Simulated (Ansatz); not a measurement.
# Al (Fm-3m) in Ansatz: further runs

Runs on Al. Level: BPBE. Tasks: single point, equation of state.

Program: Ansatz 0.2.0. These are calculated values, not measurements. Logs are shortened: lines on timing, memory, paths and dates and some standing lists are left out, and cuts for length are marked.

**The experiment to reproduce.**

“The interpretation of polycrystalline coherent inelastic neutron scattering from aluminium”, 2013, pmc:3831299 quotes, for a bulk crystal of Al: bulk modulus 76.9 GPa.

The runs below are set against these values where they give the same quantity.

### 1 The crystal as given

Symmetry: Fm-3m, No. 225, cubic system. The conventional cell has a = 4.050 Å, b = 4.050 Å, c = 4.050 Å, α = 90.00°, β = 90.00°, γ = 90.00°. Around Al (site symmetry m-3m) lie 12 Al at 2.86 Å.

### 2 Single point, BPBE, 15.61 Å³/atom (volume scaled by 0.94)

The input, input.yaml:

```yaml
crystal:
  lattice:
    - [0.0, 1.9834708509, 1.9834708509]
    - [1.9834708509, 0.0, 1.9834708509]
    - [1.9834708509, 1.9834708509, 0.0]
  atoms:
    - { symbol: Al, position: [0.0, 0.0, 0.0] }
hamiltonian:
  xc: { exchange: b88, correlation: pbe }
  pseudopotentials: { kind: paw }
kpoints:
  mp_grid: { grid: [11, 11, 11] }
scf:
  occupations: { method: fermi_dirac, width: 0.05 }
output:
  forces: true
  stress: true
  eigenvalues: true
```

Potentials or basis: Ansatz PAW.

Started as:

```sh
ansatz run input.yaml --threads 2 --pin off --max-ram 5120MiB --backend cpu --events-out ev --progress --plain --runs-dir out
```

Standard output:

```text
Warning: RAYON_NUM_THREADS=2 ignored (pool sized by the plan → 2); use --threads N
Engine: ansatz 0.2.0, aarch64-unknown-linux-gnu
Pseudopotentials: kind: paw
Pseudopotential: Al, paw, valence charge 3, recommended cutoff 420 eV (normal), Al.paw.azcp
Functional definition: unnamed
  exchange = b88_x
  correlation = pbe_c
Crystal: 1 atoms, lattice volume = 15.607 Å³
Basis set: ecut = 420 eV, 307 PW (Γ), exchange–correlation on 40×40×40 points (8 copies of the dense FFT grid, shifted against one another)
Bands: 6, of which v1, the nominal top of the filled ones, is band 2 counted from 1 (1 counted from 0)
Symmetry: 48 space group operations
Space group: Fm-3m (ITA 225), of the structure as read, at distance tolerance 2.5e-5 Å
k-points: 56 of 1331
Non-local potential: Al, projectors of the file, l = 0: 2, l = 1: 2, l = 2: 1
PAW form: soft (Blöchl's): semilocal exchange-correlation on the pseudo side does not see the compensation charge
PAW frozen core: Al, regenerated for the run's functional, and the local potential with it (the file was generated under x = pbe(κ = 0.804, μ = 0.2195149727645171), c = pbe(β = 0.06672455060314922))
PAW one-centre angular grid: Al, 110 points (default); XC on 64 Gauss nodes
Initial density: superposition of atomic densities (neutral atoms: chi_scale 0, normalization atom), corrected by the library's trained network
Initial wavefunctions: pseudopotential atomic-orbital guess
Functional: x = b88, c = pbe(β = 0.06672455060314922)
SCF iter   1: F=—  HF=-539.955317 eV  |F-HF|=—  |Δ(HF+E_count)|=         —  Δρ=6.93e-4  dr2=5.59e-5  ethr=1.77e-3  ⟨swp⟩=4.9  Hψ=2932  notcnv=0
preconditioner: auto → none  [metal: Δε(μ)=0.064 eV  Ē_g=13.703 eV  σ=0.050 eV  W_gap=0.31  n_scr=0 (ndim 8)  ℏωp=16.3 eV  f_vac=0.000  D(μ)=0.53/eV (n_scr^D=0)]
SCF iter   2: F=—  HF=-539.955344 eV  |F-HF|=—  |Δ(HF+E_count)|=   2.73e-5  Δρ=3.28e-4  dr2=1.11e-5  ethr=1.86e-6  ⟨swp⟩=1.6  Hψ=823  notcnv=0
iter 3 did not close the SCF: its close was put off for the readings that it lacked (scf_convergence_deferred on its scf_iter line)
SCF iter   3: F=-539.955355 eV  HF=-539.955355 eV  |F-HF|=6.79e-8  |Δ(HF+E_count)|=   1.04e-5  Δρ=2.03e-5  dr2=2.42e-8  ethr=3.71e-7  ⟨swp⟩=2.0  Hψ=392  notcnv=0
iter 4 did not close the SCF: its close was put off for the readings that it lacked (scf_convergence_deferred on its scf_iter line)
SCF iter   4: F=-539.955355 eV  HF=-539.955355 eV  |F-HF|=4.78e-10  |Δ(HF+E_count)|=   7.01e-8  Δρ=2.55e-6  dr2=5.12e-10  ethr=8.06e-10  ⟨swp⟩=2.0  Hψ=394  notcnv=0
iter 5 did not close the SCF: its close was put off for the readings that it lacked (scf_convergence_deferred on its scf_iter line)
SCF iter   5: F=-539.955355 eV  HF=-539.955355 eV  |F-HF|=1.36e-12  |Δ(HF+E_count)|=  5.22e-10  Δρ=1.09e-7  dr2=6.47e-13  ethr=1.71e-11  ⟨swp⟩=2.0  Hψ=395  notcnv=0
SCF iter   6: F=-539.955355 eV  HF=-539.955355 eV  |F-HF|=2.27e-13  |Δ(HF+E_count)|=  1.48e-12  Δρ=4.50e-9  dr2=2.92e-15  ethr=1.00e-12  ⟨swp⟩=2.0  Hψ=1096  notcnv=0
SCF 1 converged in 6 iterations: F = -539.955355 eV  dr2 = 2.92e-15
SCF converged after 6 iterations
Free energy (F): -539.955355 eV
Harris-Foulkes:  -539.955355 eV  (|F-HF|=2.27e-13)
Internal energy: -539.951358 eV  (E = F + TS)
E sigma→0 (E₀):  -539.953356 eV
Entropy (-TS):   -0.003997 eV (-3.997 meV/atom)
Fermi energy:    8.549653 eV
--- Per-component energies (eV) ---
  E_band       = 11.913558
  E_kinetic    = 23.659446
  E_local      = 10.718173  (includes V_loc(G=0)·N_el)
  E_nonlocal   = 10.454814
  E_hartree    = 0.117239
  E_xc         = -40.203489
  E_vxc        = -29.464097  (∫ρ·V_xc dr)
  E_paw        = -469.792063  (= ΣΔE_a)
  E_vpaw       = -3.689254  (= ΣTr[D̂ρ^β])
  E_aug_tail   = -0.000002  (compensation charges beyond the density's cutoff)
  E_ewald      = -74.891887
  E_core_change = -0.013590  (= ΣΔE_core)
  E_smearing   = -0.003997  (= −TS)
  E_closure    = 0.000000  (closes the sum)
  Σ components = -539.955355   (vs F -539.955355, Δ=0.00e0)
--- Forces (eV/Å), atoms counted from 1 ---
  atom   1  Al    -0.00000000    -0.00000000     0.00000000
  max |Σ_I F_I| component: 2.98e-32 eV/Å
--- Stress (GPa, compression-positive) ---
        5.707950       0.000000      -0.000000
       -0.000000       5.707950      -0.000000
        0.000000      -0.000000       5.707950
  P = ⅓ Tr σ = 5.7080 GPa (57.080 kbar)
--- Band table (eV; the first three rows and the last of 56) ---
  k-point 0: bands = ["-2.9626", "21.3793", "21.3793", "21.3793", "23.4060", "23.4060"]
  k-point 1: bands = ["-2.7298", "18.5134", "20.8426", "20.8426", "23.9243", "24.3000"]
  k-point 2: bands = ["-2.0339", "14.7707", "20.1514", "20.1514", "23.6369", "25.0266"]
  k-point 55: bands = ["7.0740", "7.3260", "8.8729", "10.9356", "22.9250", "25.9829"]
```

It took 0.38 s on 2 threads of Arm Neoverse V1, shared host; peak memory 0.24 GiB.

What came out:

* Free energy: -539.9554 eV
* Pressure: 5.7 GPa
* Band gap on the k mesh: none (metal or under the smearing width)

Caveat: the PAW data sets come from PBE, with cores solved anew for the run's functional, which leaves a small shift of forces and pressure.

### 3 Single point, BPBE, 15.94 Å³/atom (volume scaled by 0.96)

input.yaml: that of step 2 with these lines changed.

```diff
@@ -2,5 +2,5 @@
   lattice:
-    - [0.0, 1.9834708509, 1.9834708509]
-    - [1.9834708509, 0.0, 1.9834708509]
-    - [1.9834708509, 1.9834708509, 0.0]
+    - [0.0, 1.9974394157, 1.9974394157]
+    - [1.9974394157, 0.0, 1.9974394157]
+    - [1.9974394157, 1.9974394157, 0.0]
   atoms:
```

Potentials or basis: Ansatz PAW.

Started as:

```sh
ansatz run input.yaml --threads 2 --pin off --max-ram 5120MiB --backend cpu --events-out ev --progress --plain --runs-dir out
```

Wall time 0.38 s (2 threads of Arm Neoverse V1, shared host); peak memory 0.24 GiB.

It converged, with:

```yaml
Free_energy: -539.9650 eV
Pressure: 3.7 GPa
Band_gap_on_the_k_mesh: none (metal or under the smearing width)
```

Caveat: the PAW data sets come from PBE, with cores solved anew for the run's functional, which leaves a small shift of forces and pressure.

### 4 Single point, BPBE, 16.27 Å³/atom (volume scaled by 0.98)

input.yaml: that of step 3 with these lines changed.

```diff
@@ -2,5 +2,5 @@
   lattice:
-    - [0.0, 1.9974394157, 1.9974394157]
-    - [1.9974394157, 0.0, 1.9974394157]
-    - [1.9974394157, 1.9974394157, 0.0]
+    - [0.0, 2.0112152952, 2.0112152952]
+    - [2.0112152952, 0.0, 2.0112152952]
+    - [2.0112152952, 2.0112152952, 0.0]
   atoms:
@@ -18 +18,5 @@
   eigenvalues: true
+  write_density: true
+  write_potential: true
+  elf: true
+  volumetric_format: npy
```

Started as:

```sh
ansatz run input.yaml --threads 2 --pin off --max-ram 5120MiB --backend cpu --events-out ev --progress --plain --runs-dir out
```

Run time: 0.46 s. Hardware: 2 threads of Arm Neoverse V1, shared host; peak memory 0.24 GiB.

The run converged. Its results:

```yaml
Free_energy: -539.9708 eV
Pressure: 1.9 GPa
Band_gap_on_the_k_mesh: none (metal or under the smearing width)
```

Caveat: the PAW data sets come from PBE, with cores solved anew for the run's functional, which leaves a small shift of forces and pressure.

### 5 Single point, BPBE, 16.60 Å³/atom

input.yaml: that of step 4 with these lines changed.

```diff
@@ -2,5 +2,5 @@
   lattice:
-    - [0.0, 2.0112152952, 2.0112152952]
-    - [2.0112152952, 0.0, 2.0112152952]
-    - [2.0112152952, 2.0112152952, 0.0]
+    - [0.0, 2.024805, 2.024805]
+    - [2.024805, 0.0, 2.024805]
+    - [2.024805, 2.024805, 0.0]
   atoms:
```

Started as:

```sh
ansatz run input.yaml --threads 2 --pin off --max-ram 5120MiB --backend cpu --events-out ev --progress --plain --runs-dir out
```

Run time: 0.46 s. Hardware: 2 threads of Arm Neoverse V1, shared host; peak memory 0.24 GiB.

The run converged. Its results:

```yaml
Free_energy: -539.9729 eV
Pressure: 0.2 GPa
Band_gap_on_the_k_mesh: none (metal or under the smearing width)
```

Caveat: the PAW data sets come from PBE, with cores solved anew for the run's functional, which leaves a small shift of forces and pressure.

### 6 Single point, BPBE, 16.93 Å³/atom (volume scaled by 1.02)

The input, input.yaml:

```yaml
crystal:
  lattice:
    - [0.0, 2.0382146954, 2.0382146954]
    - [2.0382146954, 0.0, 2.0382146954]
    - [2.0382146954, 2.0382146954, 0.0]
  atoms:
    - { symbol: Al, position: [0.0, 0.0, 0.0] }
hamiltonian:
  xc: { exchange: b88, correlation: pbe }
  pseudopotentials: { kind: paw }
kpoints:
  mp_grid: { grid: [11, 11, 11] }
scf:
  occupations: { method: fermi_dirac, width: 0.05 }
output:
  forces: true
  stress: true
  eigenvalues: true
```

Potentials or basis: Ansatz PAW.

Started as:

```sh
ansatz run input.yaml --threads 2 --pin off --max-ram 5120MiB --backend cpu --events-out ev --progress --plain --runs-dir out
```

Run time: 0.38 s. Hardware: 2 threads of Arm Neoverse V1, shared host; peak memory 0.24 GiB.

The run converged. Its results:

| Quantity | Value |
| --- | --- |
| Free energy | -539.9718 eV |
| Pressure | -1.3 GPa |
| Band gap on the k mesh | none (metal or under the smearing width) |

Caveat: the PAW data sets come from PBE, with cores solved anew for the run's functional, which leaves a small shift of forces and pressure.

### 7 Single point, BPBE, 17.27 Å³/atom (volume scaled by 1.04)

input.yaml: that of step 6 with these lines changed.

```diff
@@ -2,5 +2,5 @@
   lattice:
-    - [0.0, 2.0382146954, 2.0382146954]
-    - [2.0382146954, 0.0, 2.0382146954]
-    - [2.0382146954, 2.0382146954, 0.0]
+    - [0.0, 2.0514502267, 2.0514502267]
+    - [2.0514502267, 0.0, 2.0514502267]
+    - [2.0514502267, 2.0514502267, 0.0]
   atoms:
```

Started as:

```sh
ansatz run input.yaml --threads 2 --pin off --max-ram 5120MiB --backend cpu --events-out ev --progress --plain --runs-dir out
```

It took 0.38 s on 2 threads of Arm Neoverse V1, shared host; peak memory 0.24 GiB.

It converged, with:

- Free energy: -539.9678 eV
- Pressure: -2.6 GPa
- Band gap on the k mesh: none (metal or under the smearing width)

Caveat: the PAW data sets come from PBE, with cores solved anew for the run's functional, which leaves a small shift of forces and pressure.

### 8 Single point, BPBE, 17.60 Å³/atom (volume scaled by 1.06)

input.yaml: that of step 7 with these lines changed.

```diff
@@ -2,5 +2,5 @@
   lattice:
-    - [0.0, 2.0514502267, 2.0514502267]
-    - [2.0514502267, 0.0, 2.0514502267]
-    - [2.0514502267, 2.0514502267, 0.0]
+    - [0.0, 2.0645171409, 2.0645171409]
+    - [2.0645171409, 0.0, 2.0645171409]
+    - [2.0645171409, 2.0645171409, 0.0]
   atoms:
```

Started as:

```sh
ansatz run input.yaml --threads 2 --pin off --max-ram 5120MiB --backend cpu --events-out ev --progress --plain --runs-dir out
```

It took 0.38 s on 2 threads of Arm Neoverse V1, shared host; peak memory 0.24 GiB.

Results (log left out):

* Free energy: -539.9613 eV
* Pressure: -3.7 GPa
* Band gap on the k mesh: none (metal or under the smearing width)

Caveat: the PAW data sets come from PBE, with cores solved anew for the run's functional, which leaves a small shift of forces and pressure.

### 9 Equation of state, BPBE

Potentials or basis: Ansatz PAW.

This step only gathers the single runs of the series.

What came out:

```
Equilibrium volume                      : 16.65 Å³/atom
Bulk modulus                            : 76 GPa
Pressure derivative of the bulk modulus : 4.4
```

Energy against volume, from the lowest point:
| volume (Å³/atom) | energy (meV/atom) |
| --- | --- |
| 15.607 | 17.54 |
| 15.939 | 7.84 |
| 16.271 | 2.13 |
| 16.603 | 0.00 |
| 16.935 | 1.11 |
| 17.267 | 5.08 |
| 17.599 | 11.64 |

Caveat: the potentials were made for another functional, which shifts forces and pressure.

### 10 How close it comes

Step 9. Measured bulk modulus of Al: 76.9 GPa (quoted in “The interpretation of polycrystalline coherent inelastic neutron scattering from aluminium”, 2013, pmc:3831299). This calculation gives 76 GPa (-0.6 %). The fit is for a static lattice scaled at fixed shape and fixed fractional positions. The cell as given is a measured one (16.60 Å³/atom); BPBE puts the equilibrium volume +0.3 % from it, thermal expansion not counted.
